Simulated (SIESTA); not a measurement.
PtS2 under changes of volume

One of the cells (18.626 Å³/atom); the others are scaled copies at fixed shape and fractional positions:

```
Pt S
1.0
     3.56667    0.00000    0.00000
    -1.78333    3.08882    0.00000
     0.00000    0.00000    5.07217
Pt S
1 2
Cartesian
  0.0000 0.0000 0.0000
  1.7833 1.0296 3.9208
  0.0000 2.0592 1.1514
```

* Program: SIESTA 5.4.2
* Functional: PBEsol
* Potentials or basis: PseudoDojo 0.4 standard (PBEsol files)
* Basis: DZP (energy shift 0.003 Ry; two zetas on semicore shells)
* Grid cutoff: 800 Ry
* Energy shift: 0.003 Ry
* k mesh: 9 × 9 × 5
* Occupations: fermi-dirac, width 0.05 eV
* Spin: no spin polarisation

| volume (Å³/atom) | energy over the lowest point (meV/atom) | pressure (GPa) | gap on the mesh (eV) | largest force (eV/Å) |
| --- | --- | --- | --- | --- |
| 17.165 | 137.70 | 22.2 | 0.97 | 2.769 |
| 17.531 | 92.65 | 17.5 | 0.95 | 2.354 |
| 17.896 | ? | ? | ? | ? |
| 18.626 | 14.19 | 6.1 | 0.88 | 1.282 |
| 18.992 | 3.82 | 3.1 | 0.85 | 0.979 |
| 19.357 | 0.00 | 0.3 | 0.83 | 0.698 |

What does the run at 17.896 Å³/atom give?

Energy over the lowest point 57.69 meV/atom; pressure 13.3 GPa; gap on the mesh 0.93 eV; largest force 1.969 eV/Å.

Worked out: A Birch-Murnaghan fit of order 3 (a polynomial in V^(-2/3)) to the other rows has its minimum at 19.40 Å³/atom, just outside them, with B0 = V·E''(V) = 137 GPa and B' = 4.5 at fixed shape and positions, which overstates the stiffness. It gives 57.77 meV/atom at 17.896 Å³/atom, against the run's 57.69, and -dE/dV = 13.3 GPa, against 13.3. A straight line through the other rows of the gap, of slope -1.18 eV per unit of ln V, gives 0.92 eV, against the run's 0.93.

Energies are extrapolated to zero smearing.

Caveats: short orbitals over semicore shells can move pressures by several GPa; spin-orbit coupling is left out, which moves the levels of the heavy elements; an odd mesh through Γ misses points on the zone boundary, where band edges often lie; the basis of atomic orbitals isn't converged, which shifts pressures, moduli and gaps; forces of over 1 eV/Å show positions far from the minimum, so gaps and moduli don't describe the material at rest (some runs).
